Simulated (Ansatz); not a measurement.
## HfC (CsCl type) under strong compression

```yaml
crystal:
  lattice:
    - [2.90145, 0.00000, 0.00000]
    - [0.00000, 2.90145, 0.00000]
    - [0.00000, 0.00000, 2.90145]
  atoms:
    - { symbol: Hf, position: [0.00000, 0.00000, 0.00000] }
    - { symbol: C, position: [0.50000, 0.50000, 0.50000] }
```

The cell comes from a relaxation on PAW files under the same functional, begun from a prototype that needn't be the stable phase.

Its volume is scaled at fixed shape and fractional positions.

Computed with Ansatz 0.2.0; functional PBE, scalar-relativistic. Settings: a Γ-centred 14×14×14 k mesh, Fermi–Dirac smearing of 0.08 eV, no spin polarisation. Methods: LAPW: all electrons, basis error target 1 meV/atom; PAW: frozen-core files, cutoff 420 eV; crystal datasets: all electrons, by PAW datasets that the program makes for each cell; norm-conserving: pseudopotentials, cutoff 1143 eV; PAW (cutoff 250 eV): frozen-core files, cutoff 250 eV.

Energies are extrapolated to zero smearing and count from the unscaled cell; pressure is positive in compression; gaps take the mesh and a band path. No temperature or zero-point motion is included.

Spin–orbit coupling is left out, which matters for the heavy atoms.

```tsv
V/V0	V (Å³/atom)	P LAPW (GPa)	ΔE LAPW (eV/atom)	P PAW − LAPW (GPa)	ΔE PAW − LAPW (meV/atom)
1.00	12.21	0.11	0.000	-0.11	0.0
0.94	11.48	14.33	0.031	-0.13	-0.6
0.88	10.75	33.6	0.138	-0.14	-1.2
0.80	9.77	70.8	0.448	-0.17	-2.1
0.72	8.79	128.5	1.041	-0.22	-3.2
0.64	7.82	220.8	2.083	-0.42	-5.1
0.55	6.72	399.6	?	-0.91	-9.3
```

**Question.** Give the missing entry: row "0.55", column "ΔE LAPW (eV/atom)".

**Answer.** 4.150.

**Question.** Fit the Vinet equation to the LAPW pressures over the whole range, with residuals weighted by 1/(|P| + 0.03·Pmax).

**Answer.** V0 = 12.22 Å³/atom, B0 = 198 GPa and B0′ = 4.35, and the fit misses no point by more than 2.8 GPa. A fit over so wide a range pins B0 less well than one near rest.

**Question.** From the table, what is the rise of the enthalpy H = E + pV up to the last row, and how stiff is the crystal between the last two rows?

**Answer.** ΔH = 4.150 eV + (399.6 GPa × 6.72 Å³ − 0.11 GPa × 12.21 Å³) × 0.006242 eV/(GPa·Å³) = 20.89 eV/atom, of which pV makes 80 %. The mean bulk modulus there is −ΔP/Δln V = 1180 GPa.

**Question.** At the smallest volume, how far do crystal datasets and norm-conserving and PAW (cutoff 250 eV) lie from LAPW in pressure?

**Answer.** crystal datasets: +0.01 GPa; norm-conserving: -0.51 GPa; PAW (cutoff 250 eV): +22.76 GPa, on a LAPW pressure of 399.6 GPa.

**Question.** How do the Löwdin populations by LAPW change from the unscaled cell to the last row?

**Answer.** Hf 5s 1.94 → 1.85, Hf 6s 0.50 → 0.39, Hf 5p 5.97 → 5.87, Hf 5d 2.91 → 3.63, Hf 4f 13.99 → 13.96, C 2s 1.35 → 1.06, C 2p 3.30 → 3.23 electrons an atom. These are projections on the shells that the free atoms fill; 0.04 e a cell lies outside them at the start and 0.04 e at the end.
